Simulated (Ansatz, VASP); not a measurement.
This is a calculation of C for VASP 6.6.1.

Contents of INCAR:

```
PREC = Accurate
ENCUT = 520
EDIFF = 1E-6
ISMEAR = -1
SIGMA = 0.05
LREAL = F
LASPH = T
NELM = 60
ALGO = Normal
ISIF = 2
LWAVE = F
LCHARG = T
GGA = RP
LELF = T
LVHAR = T
NBANDS = 11
```

File KPOINTS:

```
Automatic mesh
0
Gamma
  13 13 13
```

The input POSCAR:

```
C
1.0
    0.0000000000      1.7951807415      1.7951807415
    1.7951807415      0.0000000000      1.7951807415
    1.7951807415      1.7951807415      0.0000000000
C
2
Direct
    0.7500000000      0.7500000000      0.7500000000
    0.5000000000      0.5000000000      0.5000000000
```

Potentials or basis: VASP PAW PBE potentials, release 64 (C).

Run with:

```sh
$ cat potpaw_PBE.64/C/POTCAR > POTCAR
$ mpirun -np 1 vasp_std > vasp.out
```

**Question.** Set up the same calculation for Ansatz 0.2.0. Potentials there: Ansatz PAW.

**Answer.** As run (the cutoff follows the program's own potentials):

The input input.yaml:

```yaml
crystal:
  lattice:
    - [0.0, 1.7951807415, 1.7951807415]
    - [1.7951807415, 0.0, 1.7951807415]
    - [1.7951807415, 1.7951807415, 0.0]
  atoms:
    - { symbol: C, position: [0.75, 0.75, 0.75] }
    - { symbol: C, position: [0.5, 0.5, 0.5] }
hamiltonian:
  xc: rpbe
  pseudopotentials: { kind: paw }
kpoints:
  mp_grid: { grid: [13, 13, 13] }
scf:
  occupations: { method: fermi_dirac, width: 0.05 }
output:
  forces: true
  stress: true
  eigenvalues: true
```

Potentials or basis: Ansatz PAW.

Launch:

```console
$ ansatz run input.yaml --threads 2 --pin off --max-ram 5120MiB --backend cpu --events-out ev --progress --plain --runs-dir out
```

Both were run:

|  | VASP | Ansatz | Ansatz less VASP |
| --- | --- | --- | --- |
| gap on the k mesh at the Fermi level (eV) | 4.10 | 4.11 | +0.011 |
| least direct gap on the mesh (eV) | 5.54 | 5.55 | +0.008 |
| pressure (GPa) | -0.1 | -0.6 | -0.48 |

With one functional, cell and mesh, what is left measures potentials, basis and numerics.

Caveats: the PAW data sets were made with another functional, which shifts forces and pressure a little (VASP); an odd mesh through Γ misses points on the zone boundary, where band edges often lie (VASP); odd divisions of the mesh miss points on the zone boundary, where band edges often lie, so the gap on the mesh can be too wide (Ansatz); the pressure holds a Pulay correction of +0.9 GPa for the finite cutoff (Ansatz); the PAW data sets come from PBE, with cores solved anew for the run's functional, which leaves a small shift of forces and pressure (Ansatz).
